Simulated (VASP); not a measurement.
# GaP (F-43m) in VASP: a series of runs, part 3 of 3

VASP 6.6.1. The steps go on from the part before.

## Step 5: G0W0 quasiparticle levels, PBE

The input, POSCAR:

```
GaP
1.0
    0.0000000000      2.7252500000      2.7252500000
    2.7252500000      0.0000000000      2.7252500000
    2.7252500000      2.7252500000      0.0000000000
Ga P
1 1
Direct
    0.0000000000      0.0000000000      0.0000000000
    0.7500000000      0.7500000000      0.7500000000
```

The input, INCAR.step1:

```
PREC = Accurate ; ENCUT = 450
EDIFF = 1E-8 ; ISMEAR = 0
SIGMA = 0.01 ; LREAL = False
LASPH = True ; NELM = 100
ALGO = Fast ; LWAVE = True
LCHARG = False ; GGA = PE
```

The input, INCAR.step2:

```
PREC = Accurate ; ENCUT = 450
EDIFF = 1E-8 ; ISMEAR = 0
SIGMA = 0.01 ; LREAL = False
LASPH = True ; NELM = 1
ALGO = Exact ; LWAVE = True
LCHARG = False ; GGA = PE
NBANDS = 21 ; LOPTICS = True
ISTART = 1
```

The input, INCAR.step3:

```
PREC = Accurate ; ENCUT = 450
EDIFF = 1E-8 ; ISMEAR = 0
SIGMA = 0.01 ; LREAL = False
LASPH = True ; ALGO = EVGW0
LWAVE = False ; LCHARG = False
GGA = PE ; NELMGW = 1
NBANDS = 21 ; ENCUTGW = 260
NOMEGA = 48 ; PRECFOCK = Fast
ISTART = 1 ; NBANDSGW = 17
```

The input, KPOINTS:

```
Automatic mesh
0
Gamma
  3 3 3
```

Potentials or basis: VASP PAW PBE potentials, release 64 (Ga_d_GW, P_GW).

Started as:

```console
$ cat potpaw_PBE.64/Ga_d_GW/POTCAR potpaw_PBE.64/P_GW/POTCAR > POTCAR
$ cp INCAR.step1 INCAR
$ mpirun -np 1 vasp_std > vasp.out
$ cp INCAR.step2 INCAR
$ mpirun -np 1 vasp_std > vasp.out
$ cp INCAR.step3 INCAR
$ mpirun -np 1 vasp_std > vasp.out
```

OUTCAR:

```text
PREC = Accurate
   ENCUT = 450
   EDIFF = 1E-8
   ISMEAR = 0
   LREAL = False
   LASPH = True
   GGA = PE
   NELMGW = 1
   ENCUTGW = 260
   PRECFOCK = Fast
   ISTART = 1

 Found      4 irreducible k-points:

 Following reciprocal coordinates:
            Coordinates               Weight
  0.000000  0.000000  0.000000      1.000000
  0.333333  0.000000  0.000000      8.000000
  0.333333  0.333333  0.000000      6.000000
 -0.333333  0.333333  0.000000     12.000000
   k-points           NKPTS =      4   k-points in BZ     NKDIM =     27   number of bands    NBANDS=     21
[... 59 lines left out ...]
   ENCUTLF             =  -1.0    cutoff for local field effects
   NELMGW              =     1    number of iterations in solving QP/BSE equation
   NELMHF              =     1    number of iterations in the inner HF iteration
   NKREDLFX            =     1    NKREDLFY  =   1   NKREDLFZ  =   1
 non-spin polarized calculation
 Gauss-broadening in eV      SIGMA  =   0.01
  energy-cutoff  :      450.00
  volume of cell :       40.48
 maximum number of plane-waves:       893
 NGX is ok and might be reduce to    28
  NGX = 16; NGY = 16; NGZ = 16
   NGX = 13   NGY = 13   NGZ = 13
 maximum number of plane-waves:       389

 QP shifts <psi_nk| G(iteration)W_0 |psi_nk>: iteration 1
 for sc-GW calculations column KS-energies equals QP-energies in previous step
 and V_xc(KS)=  KS-energies - (<T + V_ion + V_H > + <T+V_H+V_ion>^1  + <V_x>^1)

 k-point   1 :       0.0000    0.0000    0.0000
  band No.  KS-energies  QP-energies   sigma(KS)   V_xc(KS)     V^pw_x(r,r')   Z            occupation Imag(sigma)

      1     -10.1855     -12.7954     -25.7119     -21.6845     -35.0252       0.6480       2.0000       0.3596
      2     -10.1855     -12.7954     -25.7119     -21.6845     -35.0252       0.6480       2.0000       0.3596
      3     -10.1855     -12.7954     -25.7119     -21.6845     -35.0252       0.6480       2.0000       0.3596
      4     -10.0899     -12.7335     -25.8710     -21.8031     -35.1436       0.6499       2.0000       0.3349
      5     -10.0899     -12.7335     -25.8710     -21.8031     -35.1436       0.6499       2.0000       0.3349
      6      -8.0299      -7.9720     -11.2729     -11.3535     -18.6291       0.7184       2.0000       1.3478
[... 59 lines left out ...]
      3     -10.1366     -12.7917     -25.8353     -21.7834     -35.1500       0.6553       2.0000       0.3565
      4     -10.1004     -12.7394     -25.8372     -21.7746     -35.1095       0.6496       2.0000       0.3326
      5     -10.0831     -12.7455     -25.8785     -21.8123     -35.1572       0.6548       2.0000       0.3310
      6      -5.2808      -5.2981     -12.6657     -12.6406     -19.1783       0.6916       2.0000       0.7919
[... 9 lines left out ...]
     16      19.4742      20.8550      -7.4201      -9.1973      -2.7823       0.7770       0.0000      -0.7127
     17      20.2154      21.9076      -8.4563     -10.6356      -3.3956       0.7765       0.0000      -0.9889
```

OUTCAR.step1:

```text
PREC = Accurate
   ENCUT = 450
   EDIFF = 1E-8
   ISMEAR = 0
   LREAL = False
[... 173 lines left out ...]
      0.00000      0.00000      0.00000         0.000000      0.000000      0.000000
      4.08788      4.08788      4.08788        -0.000000     -0.000000     -0.000000
 -----------------------------------------------------------------------------------
    total drift:                               -0.000012     -0.000012     -0.000011

  FREE ENERGIE OF THE ION-ELECTRON SYSTEM (eV)
  ---------------------------------------------------
  free  energy   TOTEN  =        -8.5981966146 eV

  energy  without entropy=       -8.5981966146  energy(sigma->0) =       -8.59819661
```

OUTCAR.step2:

```text
PREC = Accurate
   ENCUT = 450
   EDIFF = 1E-8
   ISMEAR = 0
   LREAL = False
[... 537 lines left out ...]
     0.00000    29.71731    29.71731    29.71731    -0.00000     0.00000     0.00000
     0.46836    30.62633    30.62633    30.62633    -0.00000     0.00000     0.00000
     0.93671    34.01167    34.01167    34.01167    -0.00000     0.00000     0.00000
     1.40507    43.96370    43.96370    43.96370    -0.00000     0.00000     0.00000
     1.87343     5.38777     5.38777     5.38777    -0.00000     0.00000     0.00000
     2.34178    44.94991    44.94991    44.94991    -0.00000     0.00000     0.00000
[... 92 lines left out ...]
    45.89893     0.79929     0.79929     0.79929     0.00000     0.00000    -0.00000
    46.36728     0.80362     0.80362     0.80362     0.00000     0.00000    -0.00000
```

Wall time 35 s (1 thread of Intel Xeon 6975P-C (Granite Rapids), shared host); peak memory 0.36 GiB.

These settings aren't checked as converged: the numbers below hold their error.

Results:

```
Band gap on the k mesh, mean-field level : 1.70 eV, indirect (least direct gap 1.80 eV)
Quasiparticle gap                        : 2.24 eV
Least direct quasiparticle gap           : 2.83 eV
```

Caveat: the k mesh is coarse (spacing up to 0.67 Å⁻¹), so the values aren't converged; the cutoff is under 1.25 times the usual one of these potentials, so pressure, stress and relaxed cells hold a basis-set (Pulay) error; bands, screening cutoff and mesh are small and nothing is extrapolated, so the quasiparticle values aren't converged; an odd mesh through Γ misses points on the zone boundary, where band edges often lie.

## Step 6: For comparison

An earlier run on the cell as given: functional PBE; potentials or basis VASP PAW PBE potentials, release 64 (Ga_d, P); cutoff 520 eV; k mesh 8 × 8 × 8; occupations fermi-dirac, width 0.05 eV; no spin polarisation.

* Pressure: 2.5 GPa
* Band gap on the k mesh: 1.64 eV, indirect (least direct gap 1.83 eV)
